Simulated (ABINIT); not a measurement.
Crystal: WC (Qusongite).

```xyz
2
Lattice="2.9065 0.0000 0.0000 -1.4532 2.5171 0.0000 0.0000 0.0000 2.8366" Properties=species:S:1:pos:R:3 pbc="T T T"
W     0.0000    0.0000    0.0000
C     1.4533    0.8390    1.4183
```

```yaml
Program: ABINIT 10.8.3 (patched build)
Task: single point
Functional: PBEsol
Potentials_or_basis: PseudoDojo NC SR PBEsol v0.4.1 standard
Cutoff: 1116 eV
k_mesh: 10 × 10 × 9
Occupations: fermi-dirac, width 0.05 eV
Spin: no spin polarisation
```

On this cell: pressure -3.1 GPa; largest force under 0.003 eV/Å; band gap on the k mesh none (metal or under the smearing width).

The same run follows on a disturbed copy (atoms moved at random, drawn with an rms of 0.05 Å):

```
W C
1.0
     2.90650    0.00000    0.00000
    -1.45325    2.51710    0.00000
     0.00000    0.00000    2.83660
W C
1 1
Direct
  0.00594 0.00668 0.01947
  0.68209 0.32485 0.51994
```

**Question.** What changes?

**Answer.** The energy (extrapolated to zero smearing) moves by +16.0 meV/atom; pressure -2.5 GPa; largest force 1.028 eV/Å; band gap on the k mesh none (metal or under the smearing width).

Forces on the atoms (eV/Å):
```
W    0.823 -0.615  0.019
C   -0.823  0.615 -0.019
```

Stress tensor (GPa, compression positive):
```
-0.73 -2.06  0.03
-2.06 -3.85 -0.02
 0.03 -0.02 -2.83
```
